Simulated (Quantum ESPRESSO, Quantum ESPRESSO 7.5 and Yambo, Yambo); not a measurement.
## Quasiparticle gap of BN (Qingsongite) in Yambo

Aim: the G0W0 gap of BN (Qingsongite) on PBE, step by step.

Program: Quantum ESPRESSO 7.5 and Yambo 5.3.0. Level of theory: PBE and many-body steps on it, plane waves. Results are calculated unless marked as measured.

## 1. The starting structure

It takes space group F-43m (No. 216, cubic). Conventional cell: a = 3.615 Å, b = 3.615 Å, c = 3.615 Å, α = 90.00°, β = 90.00°, γ = 90.00°. B has 4 N at 1.57 Å nearest. Nearest to N lie 4 B at 1.57 Å. Farther neighbours and most contacts between anions are not listed.

The cell and positions come from the Crystallography Open Database and are kept as given unless a step says otherwise.

## 2. Ground state

This step: Quantum ESPRESSO 7.5; DFT, PBE, plane waves, norm-conserving pseudopotentials.

The ground-state density comes first.

pw.in

```
&control
  calculation = 'scf'
  prefix = 'x'
  outdir = 'o'
  pseudo_dir = 'pseudo'
/
&system
  ibrav = 0
  nat = 2
  ntyp = 2
  ecutwfc = 72.0
  nbnd = 9
  force_symmorphic = .true.
/
&electrons
  conv_thr = 1e-10
  electron_maxstep = 80
  mixing_beta = 0.5
/
ATOMIC_SPECIES
  B 10.81 B.upf
  N 14.007 N.upf
CELL_PARAMETERS angstrom
  -0.0000000000 1.8075000000 1.8075000000
  1.8075000000 0.0000000000 1.8075000000
  1.8075000000 1.8075000000 -0.0000000000
ATOMIC_POSITIONS crystal
  B 0.0000000000 0.0000000000 0.0000000000
  N 0.2500000000 0.2500000000 0.2500000000
K_POINTS automatic
  10 10 10 0 0 0
```

Run with:

```console
> OMP_NUM_THREADS=1 mpirun -n 4 pw.x -nk 4 -in pw.in > pw.out
```

Output:

```text
Program PWSCF v.7.5 starts

     This program is part of the open-source Quantum ESPRESSO suite
     for quantum simulation of materials; please cite
         "P. Giannozzi et al., J. Phys.:Condens. Matter 21 395502 (2009);
         "P. Giannozzi et al., J. Phys.:Condens. Matter 29 465901 (2017);
         "P. Giannozzi et al., J. Chem. Phys. 152 154105 (2020);
     in publications or presentations arising from this work. More details at
     Message from routine setup:
     using ibrav=0 with symmetry is DISCOURAGED, use correct ibrav instead

     G-vector sticks info

     bravais-lattice index     =            0
     lattice parameter (alat)  =       4.8305  a.u.
     unit-cell volume          =      79.7006 (a.u.)^3
     number of atoms/cell      =            2
     number of atomic types    =            2
     number of electrons       =         8.00
     number of Kohn-Sham states=            9
     kinetic-energy cutoff     =      72.0000  Ry
     charge density cutoff     =     288.0000  Ry
     scf convergence threshold =      1.0E-10
     mixing beta               =       0.5000
     number of iterations used =            8  plain     mixing
     Exchange-correlation= PBE
                           (   1   4   3   4   0   0   0)

     celldm(1)=   4.830501  celldm(2)=   0.000000  celldm(3)=   0.000000
     celldm(4)=   0.000000  celldm(5)=   0.000000  celldm(6)=   0.000000

     crystal axes: (cart. coord. in units of alat)
               a(1) = (  -0.000000   0.707107   0.707107 )
               a(2) = (   0.707107   0.000000   0.707107 )
               a(3) = (   0.707107   0.707107  -0.000000 )

     reciprocal axes: (cart. coord. in units 2 pi/alat)
               b(1) = ( -0.707107  0.707107  0.707107 )
               b(2) = (  0.707107 -0.707107  0.707107 )
               b(3) = (  0.707107  0.707107 -0.707107 )
     Pseudo is Norm-conserving + core correction, Zval =  3.0
     Generated using ONCVPSP code by D. R. Hamann
     Using radial grid of 1534 points,  4 beta functions with:
     Pseudo is Norm-conserving + core correction, Zval =  5.0
     Generated using ONCVPSP code by D. R. Hamann
     Using radial grid of 1058 points,  4 beta functions with:
     B                 3.00    10.81000     B ( 1.00)
     N                 5.00    14.00700     N ( 1.00)

     24 Sym. Ops. (no inversion) found

   Cartesian axes

     site n.     atom                  positions (alat units)
         1        B      tau(   1) = (   0.0000000   0.0000000   0.0000000  )
         2        N      tau(   2) = (   0.3535534   0.3535534   0.3535534  )

     number of k points=    47
                       cart. coord. in units 2pi/alat
        k(    1) = (   0.0000000   0.0000000   0.0000000), wk =   0.0020000
        k(    2) = (   0.0707107   0.0707107  -0.0707107), wk =   0.0160000
        k(    3) = (   0.1414214   0.1414214  -0.1414214), wk =   0.0160000
        k(    4) = (   0.2121320   0.2121320  -0.2121320), wk =   0.0160000
        k(    5) = (   0.2828427   0.2828427  -0.2828427), wk =   0.0160000
        k(    6) = (  -0.3535534  -0.3535534   0.3535534), wk =   0.0080000
        k(    7) = (   0.1414214  -0.0000000   0.0000000), wk =   0.0120000
        k(    8) = (   0.2121320   0.0707107  -0.0707107), wk =   0.0480000
        k(    9) = (   0.2828427   0.1414214  -0.1414214), wk =   0.0480000
        k(   10) = (   0.3535534   0.2121320  -0.2121320), wk =   0.0480000
     [... 35 further rows ...]
        k(   46) = (  -0.0707107  -0.3535534   0.6363961), wk =   0.0480000
        k(   47) = (  -0.7071068   0.2828427   0.0000000), wk =   0.0240000

     Dense  grid:     6615 G-vectors     FFT dimensions: (  27,  27,  27)

     Initial potential from superposition of free atoms

     starting charge       7.9997, renormalised to       8.0000
     Starting wfcs are    8 randomized atomic wfcs +    1 random wfcs

     per-process dynamical memory:     9.5 Mb

     Self-consistent Calculation

     iteration #  1     ecut=    72.00 Ry     beta= 0.50

     total energy              =     -26.76617838 Ry
     estimated scf accuracy    <       0.21319777 Ry

     iteration #  2     ecut=    72.00 Ry     beta= 0.50

     total energy              =     -26.80345313 Ry
     estimated scf accuracy    <       0.02067927 Ry

     iteration #  3     ecut=    72.00 Ry     beta= 0.50

     total energy              =     -26.80510279 Ry
     estimated scf accuracy    <       0.00335413 Ry

     iteration #  4     ecut=    72.00 Ry     beta= 0.50

     total energy              =     -26.80524845 Ry
     estimated scf accuracy    <       0.00004919 Ry

     iteration #  5     ecut=    72.00 Ry     beta= 0.50

     total energy              =     -26.80525910 Ry
     estimated scf accuracy    <       0.00000712 Ry

     iteration #  6     ecut=    72.00 Ry     beta= 0.50

     total energy              =     -26.80526036 Ry
     estimated scf accuracy    <       0.00000002 Ry

     iteration #  7     ecut=    72.00 Ry     beta= 0.50

     total energy              =     -26.80526038 Ry
     estimated scf accuracy    <       0.00000002 Ry

     iteration #  8     ecut=    72.00 Ry     beta= 0.50

     total energy              =     -26.80526038 Ry
     estimated scf accuracy    <          2.6E-10 Ry

     iteration #  9     ecut=    72.00 Ry     beta= 0.50

     End of self-consistent calculation

          k = 0.0000 0.0000 0.0000 (   869 PWs)   bands (ev):

    -9.0548  11.1555  11.1555  11.1555  20.0337  20.0337  20.0337  21.5215
    35.9011

          k = 0.0707 0.0707-0.0707 (   845 PWs)   bands (ev):

    -8.8117   9.8911  10.9021  10.9021  20.3025  20.4162  20.4162  22.3128
    35.6286

          k = 0.1414 0.1414-0.1414 (   827 PWs)   bands (ev):

    -8.0960   7.1806  10.3308  10.3308  20.6759  21.2102  21.2102  23.9653
    34.9452

          k = 0.2121 0.2121-0.2121 (   827 PWs)   bands (ev):

     [... further k-points ...]

     highest occupied, lowest unoccupied level (ev):    11.1555   15.6904

!    total energy              =     -26.80526038 Ry
     estimated scf accuracy    <          4.0E-11 Ry

     The total energy is the sum of the following terms:
     one-electron contribution =       4.69584400 Ry
     hartree contribution      =       3.58366423 Ry
     xc contribution           =      -8.74398271 Ry
     ewald contribution        =     -26.34078590 Ry

     convergence has been achieved in   9 iterations

     XML data file, charge density, pseudopotentials, collected wavefunctions

=------------------------------------------------------------------------------=
   JOB DONE.
=------------------------------------------------------------------------------=
```

It took 2.3 s on 4 MPI ranks of Arm Neoverse V1, shared host; peak memory 0.17 GiB; 9 s of CPU time.

Numbers from this step:

* total energy: -364.7041 eV
* gap: 4.535 eV
* k of the valence top: 0, 0, 0
* k of the conduction bottom: 0, -0.5, -0.5
* least direct gap: 8.878 eV

The gap is indirect, with the least direct gap 4.34 eV higher.

## 3. Bands along the symmetry lines

Levels along a band path, at the cheap level, show where the edges lie and whether the meshes to come will hold them.

pw.in

```
&control
  calculation = 'bands'
  prefix = 'x'
  outdir = 'o'
  pseudo_dir = 'pseudo'
/
&system
  ibrav = 0
  nat = 2
  ntyp = 2
  ecutwfc = 72.0
  nbnd = 10
  force_symmorphic = .true.
/
&electrons
  conv_thr = 1e-9
  electron_maxstep = 80
  diago_full_acc = .true.
  diago_thr_init = 5e-6
/
ATOMIC_SPECIES
  B 10.81 B.upf
  N 14.007 N.upf
CELL_PARAMETERS angstrom
  -0.0000000000 1.8075000000 1.8075000000
  1.8075000000 0.0000000000 1.8075000000
  1.8075000000 1.8075000000 -0.0000000000
ATOMIC_POSITIONS crystal
  B 0.0000000000 0.0000000000 0.0000000000
  N 0.2500000000 0.2500000000 0.2500000000
K_POINTS crystal
  50
  0.00000000 0.00000000 0.00000000 1
  -0.06250000 -0.06250000 0.00000000 1
  -0.12500000 -0.12500000 0.00000000 1
  -0.18750000 -0.18750000 0.00000000 1
  -0.25000000 -0.25000000 0.00000000 1
  -0.31250000 -0.31250000 0.00000000 1
  -0.37500000 -0.37500000 0.00000000 1
  -0.43750000 -0.43750000 0.00000000 1
  -0.50000000 -0.50000000 0.00000000 1
  -0.48437500 -0.48437500 0.03125000 1
  -0.46875000 -0.46875000 0.06250000 1
  -0.45312500 -0.45312500 0.09375000 1
  -0.43750000 -0.43750000 0.12500000 1
  -0.42187500 -0.42187500 0.15625000 1
  -0.40625000 -0.40625000 0.18750000 1
  -0.39062500 -0.39062500 0.21875000 1
  -0.37500000 -0.37500000 0.25000000 1
  -0.37500000 0.00000000 0.37500000 1
  -0.32812500 0.00000000 0.32812500 1
  -0.28125000 0.00000000 0.28125000 1
  -0.23437500 0.00000000 0.23437500 1
  -0.18750000 0.00000000 0.18750000 1
  -0.14062500 0.00000000 0.14062500 1
  -0.09375000 0.00000000 0.09375000 1
  -0.04687500 0.00000000 0.04687500 1
  0.00000000 0.00000000 0.00000000 1
  0.00000000 0.00000000 0.06250000 1
  0.00000000 0.00000000 0.12500000 1
  0.00000000 0.00000000 0.18750000 1
  0.00000000 0.00000000 0.25000000 1
  0.00000000 0.00000000 0.31250000 1
  0.00000000 0.00000000 0.37500000 1
  0.00000000 0.00000000 0.43750000 1
  -0.00000000 -0.00000000 0.50000000 1
  -0.06250000 -0.03125000 0.46875000 1
  -0.12500000 -0.06250000 0.43750000 1
  -0.18750000 -0.09375000 0.40625000 1
  -0.25000000 -0.12500000 0.37500000 1
  -0.31250000 -0.15625000 0.34375000 1
  -0.37500000 -0.18750000 0.31250000 1
  -0.43750000 -0.21875000 0.28125000 1
  -0.50000000 -0.25000000 0.25000000 1
  -0.50000000 -0.28125000 0.21875000 1
  -0.50000000 -0.31250000 0.18750000 1
  -0.50000000 -0.34375000 0.15625000 1
  -0.50000000 -0.37500000 0.12500000 1
  -0.50000000 -0.40625000 0.09375000 1
  -0.50000000 -0.43750000 0.06250000 1
  -0.50000000 -0.46875000 0.03125000 1
  -0.50000000 -0.50000000 0.00000000 1
```

Output:

```text
[banner, memory and clock lines left out]
Program PWSCF v.7.5 starts

     Atomic positions and unit cell read from directory:
     o/x.save/

     Message from routine setup:
     using ibrav=0 with symmetry is DISCOURAGED, use correct ibrav instead

     G-vector sticks info

     bravais-lattice index     =            0
     lattice parameter (alat)  =       4.8305  a.u.
     unit-cell volume          =      79.7006 (a.u.)^3
     number of atoms/cell      =            2
     number of atomic types    =            2
     number of electrons       =         8.00
     number of Kohn-Sham states=           10
     kinetic-energy cutoff     =      72.0000  Ry
     charge density cutoff     =     288.0000  Ry
     Exchange-correlation= PBE
                           (   1   4   3   4   0   0   0)

     celldm(1)=   4.830501  celldm(2)=   0.000000  celldm(3)=   0.000000
     celldm(4)=   0.000000  celldm(5)=   0.000000  celldm(6)=   0.000000

     crystal axes: (cart. coord. in units of alat)
               a(1) = (  -0.000000   0.707107   0.707107 )
               a(2) = (   0.707107   0.000000   0.707107 )
               a(3) = (   0.707107   0.707107  -0.000000 )

     reciprocal axes: (cart. coord. in units 2 pi/alat)
               b(1) = ( -0.707107  0.707107  0.707107 )
               b(2) = (  0.707107 -0.707107  0.707107 )
               b(3) = (  0.707107  0.707107 -0.707107 )
     Pseudo is Norm-conserving + core correction, Zval =  3.0
     Generated using ONCVPSP code by D. R. Hamann
     Using radial grid of 1534 points,  4 beta functions with:
     Pseudo is Norm-conserving + core correction, Zval =  5.0
     Generated using ONCVPSP code by D. R. Hamann
     Using radial grid of 1058 points,  4 beta functions with:
     B                 3.00    10.81000     B ( 1.00)
     N                 5.00    14.00700     N ( 1.00)

     24 Sym. Ops. (no inversion) found

   Cartesian axes

     site n.     atom                  positions (alat units)
         1        B      tau(   1) = (   0.0000000   0.0000000   0.0000000  )
         2        N      tau(   2) = (   0.3535534   0.3535534   0.3535534  )

     number of k points=    50
                       cart. coord. in units 2pi/alat
        k(    1) = (   0.0000000   0.0000000   0.0000000), wk =   0.0400000
        k(    2) = (   0.0000000   0.0000000  -0.0883883), wk =   0.0400000
        k(    3) = (   0.0000000   0.0000000  -0.1767767), wk =   0.0400000
[...]
[... 38 further rows ...]
        k(   49) = (   0.0441942  -0.0000000  -0.7071068), wk =   0.0400000
        k(   50) = (   0.0000000   0.0000000  -0.7071068), wk =   0.0400000

     Dense  grid:     6615 G-vectors     FFT dimensions: (  27,  27,  27)

     The potential is recalculated from file :
     o/x.save/charge-density

     Starting wfcs are    8 randomized atomic wfcs +    2 random wfcs

     Band Structure Calculation

     End of band structure calculation

          k = 0.0000 0.0000 0.0000 (   869 PWs)   bands (ev):

    -9.0548  11.1555  11.1555  11.1555  20.0337  20.0337  20.0337  21.5215
    35.9011  39.2726

          k = 0.0000 0.0000-0.0884 (   857 PWs)   bands (ev):

    -8.9278  10.8155  10.8352  10.8352  19.8241  20.4590  20.4590  21.9020
    35.1423  36.7893

          k = 0.0000 0.0000-0.1768 (   841 PWs)   bands (ev):

    -8.5501   9.9089  10.0461  10.0461  19.3628  21.5586  21.5586  22.6749
    32.1816  37.0834

          k = 0.0000-0.0000-0.2652 (   829 PWs)   bands (ev):

[...]
k = 0.0000 0.0000-0.3536 (   833 PWs)   bands (ev):

[...]
k =-0.0000 0.0000-0.4419 (   829 PWs)   bands (ev):

[...]
k = 0.0000-0.0000-0.5303 (   817 PWs)   bands (ev):

[...]
k = 0.0000-0.0000-0.6187 (   810 PWs)   bands (ev):

[...]
k = 0.0000 0.0000 0.0000 (   869 PWs)   bands (ev):

[...]
k = 0.2652 0.0000-0.7071 (   812 PWs)   bands (ev):

[...]
k = 0.0884-0.0000-0.7071 (   814 PWs)   bands (ev):

[...]
k = 0.0442-0.0000-0.7071 (   806 PWs)   bands (ev):

    -3.4542   2.2754   6.1761   6.1910  15.8382  20.6095  28.9582  29.0458
    31.8558  38.3072

          k = 0.0000 0.0000-0.7071 (   806 PWs)   bands (ev):

    -3.4651   2.2487   6.2483   6.2483  15.6904  20.4971  29.0656  29.0656
    31.9168  38.3936

     XML data file, pseudopotentials, collected wavefunctions
```

Run time: 1.4 s. Hardware: 4 MPI ranks; peak memory 0.05 GiB; 5.2 s of CPU time.

This step gave:

| Quantity | Value |
| --- | --- |
| gap | 4.535 eV |
| k of the valence top | 0, 0, 0 |
| k of the conduction bottom | -0.5, -0.5, 0 |
| least direct gap | 8.878 eV |

The gap is 4.535 eV, as in the run before at this level.

The electronic bands at the labelled points (eV, zero at the top of the highest filled band; v1 is the highest filled band, c1 the lowest empty one):

| point | v4 | v3 | v2 | v1 | c1 | c2 | c3 | c4 |
| --- | --- | --- | --- | --- | --- | --- | --- | --- |
| Γ | -20.21 | 0.00 | 0.00 | 0.00 | 8.88 | 8.88 | 8.88 | 10.37 |
| halfway | -18.25 | -3.97 | -3.01 | -3.01 | 6.86 | 11.62 | 13.48 | 13.48 |
| X | -14.62 | -8.91 | -4.91 | -4.91 | 4.53 | 9.34 | 17.91 | 17.91 |
| halfway | -14.55 | -8.69 | -5.96 | -4.69 | 5.49 | 10.28 | 17.32 | 17.54 |
| U | -14.54 | -8.12 | -7.66 | -4.08 | 6.98 | 12.95 | 15.84 | 16.68 |
| jump to K | -14.54 | -8.12 | -7.66 | -4.08 | 6.98 | 12.95 | 15.84 | 16.68 |
| halfway | -18.03 | -5.73 | -3.91 | -1.12 | 10.71 | 10.76 | 11.24 | 13.58 |
| Γ | -20.21 | 0.00 | 0.00 | 0.00 | 8.88 | 8.88 | 8.88 | 10.37 |
| halfway | -18.73 | -5.47 | -1.13 | -1.13 | 9.70 | 10.40 | 10.40 | 13.57 |
| L | -15.99 | -10.68 | -1.94 | -1.94 | 10.21 | 10.78 | 10.78 | 15.26 |
| halfway | -15.29 | -9.69 | -4.82 | -3.45 | 9.66 | 11.24 | 14.40 | 15.79 |
| W | -14.31 | -7.58 | -6.96 | -6.50 | 9.65 | 13.35 | 14.61 | 14.69 |
| halfway | -14.47 | -8.49 | -5.77 | -5.71 | 6.58 | 11.00 | 16.25 | 17.43 |
| X | -14.62 | -8.91 | -4.91 | -4.91 | 4.53 | 9.34 | 17.91 | 17.91 |

The electronic bands as a text plot (rows in eV, shown from -8.0 to 10.5 only):

```
   10.1 |+ ++     +    +      ++ ++++ ++   +++++++++++        ++
    9.4 | +        ++++     ++     +++  +++++         ++++++    +
    8.6 |++                           ++                    +
    7.8 |  +++             +
    7.1 |     ++          +
    6.3 |       ++       +                                   +
    5.5 |         +    ++                                     +
    4.7 |          ++++                                        ++
    4.0 |
    3.2 |
    2.4 |
    1.7 |
    0.9 |
    0.1 |*                         ******
   -0.7 | *                      **  *  ****
   -1.4 |  **                   *  **       ****
   -2.2 |    *                ** ****    **     *****
   -3.0 |     **            **                      **
   -3.8 |     ****        **    ***        *         **
   -4.5 |         ********                            **
   -5.3 |       **    *       **            *           *     ***
   -6.1 |              **   **  *                      * * ***
   -6.8 |         *           **                        ****
   -7.6 |                ***                 **          ***
         Γ           X  U|K            Γ         L        W     X
```

(Part 1 of 3 ends here.)

[Paths, hosts, dates, memory and timing lines, banners, echoed tables and standing remarks are left out of the program output.]

[Logs are printed without paths, hosts, clocks, repeated set-up lines and the standing remarks that a program may print on its own settings, such as how far it seeks lower states.]

[Runs of the session that timed out or met a known fault of the program may be left out.]

[Hosts, paths, dates, database ids (printed as entryN), source tags and the programs' standing remarks are cut or masked in the printed files.]
